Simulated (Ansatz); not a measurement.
Basis-set extrapolation for diethyl ether, C₄H₁₀O (PBE0-D4/def2-TZVP geometry, frozen core, the Gaussian-basis code of Ansatz). Multiplicity 1, RHF reference.

```
                      def2-TZVPP   def2-QZVPP
                 HF  -232.237436  -232.248678
    MP2 correlation    -0.943662    -1.006968
CCSD(T) correlation    -1.031954      not run
```

Energies in hartree. Use E(X) = E(∞) + A·exp(−7.88·√X) for Hartree–Fock and E(X) = E(∞) + B·X^(−2.97) for correlation, with X = 3 and 4, and add CCSD(T) minus MP2 of the smaller set to the MP2 limit.

What is the CCSD(T) energy at the basis-set limit?

HF limit: -232.248678 + (-0.011242) × 0.13774 = -232.25023. MP2 limit: -1.006968 + (-0.063306) × 0.74074 = -1.05386. Higher-order term: -1.031954 − (-0.943662) = -0.08829. Total: -233.39238 hartree, 77.2 kcal/mol below CCSD(T)/def2-TZVPP.
